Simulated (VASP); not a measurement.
Wanted: the native input for a VASP 6.6.1 run.

| Property | Result |
| --- | --- |
| Task | relaxation of cell and atoms |
| Functional | PBE |
| Dispersion | D4 |
| Potentials or basis | VASP PAW PBE potentials, release 64 (Ag) |
| Cutoff | 600 eV |
| k mesh | 18 × 18 × 18 |
| Occupations | methfessel-paxton, width 0.1 eV |
| Spin | no spin polarisation |
| Further INCAR settings | ALGO = Fast; EDIFF = 1e-06; IBRION = 2; EDIFFG = -0.005; NSW = 60; ISIF = 3 |

The structure of Ag lies in POSCAR:

```
Ag
1.0
    0.0000000000      2.0300000000      2.0300000000
    2.0300000000      0.0000000000      2.0300000000
    2.0300000000      2.0300000000      0.0000000000
Ag
1
Direct
    0.0000000000      0.0000000000      0.0000000000
```

The cell was built by a generator and needn't be a form met in nature.

These files were run (other wordings do the same):

INCAR

```
PREC     = Accurate       # precision mode
ENCUT    = 600            # plane-wave cutoff, eV
EDIFF    = 1E-6           # SCF threshold, eV
ISMEAR   = 1              # smearing method
SIGMA    = 0.1            # smearing width, eV
LREAL    = False          # projectors in reciprocal space
LASPH    = True           # aspherical terms in the spheres
NELM     = 120            # most SCF steps
ALGO     = Fast           # electronic algorithm
ISIF     = 3              # what is computed and relaxed
LWAVE    = False          # write WAVECAR
LCHARG   = False          # write CHGCAR
GGA      = PE             # functional
IVDW     = 13             # dispersion correction
IBRION   = 2              # ionic algorithm
NSW      = 60             # ionic steps
EDIFFG   = -0.005         # ionic threshold
```

KPOINTS

```
Automatic mesh
0
Gamma
  18 18 18
```

Potentials or basis: VASP PAW PBE potentials, release 64 (Ag).

Command:

```bash
$ cat potpaw_PBE.64/Ag/POTCAR > POTCAR
$ mpirun -np 1 vasp_std > vasp.out
```

Results of the run:

| Item | Value |
| --- | --- |
| Relaxed volume | 16.97 Å³/atom |
| Relaxed cell | a = 2.884 Å, b = 2.884 Å, c = 2.884 Å, α = 60.00°, β = 60.00°, γ = 60.00° |
| Space group after relaxing (to 0.05 Å) | Fm-3m (No. 225) |
| Energy gained by relaxing | 1.3 meV/atom |
| Ionic steps | 6 |
| Pressure after relaxing | 0.0 GPa |
| Band gap on the k mesh | none (metal or under the smearing width) |
| Dispersion energy per atom | -0.570 eV |

Caveat: pairwise dispersion overbinds metals, which lowers pressure and volume.

Run time: 30 s on 1 thread of Intel(R) Xeon(R) 6975P-C (Granite Rapids), with other jobs on the host, peak memory 0.18 GiB.
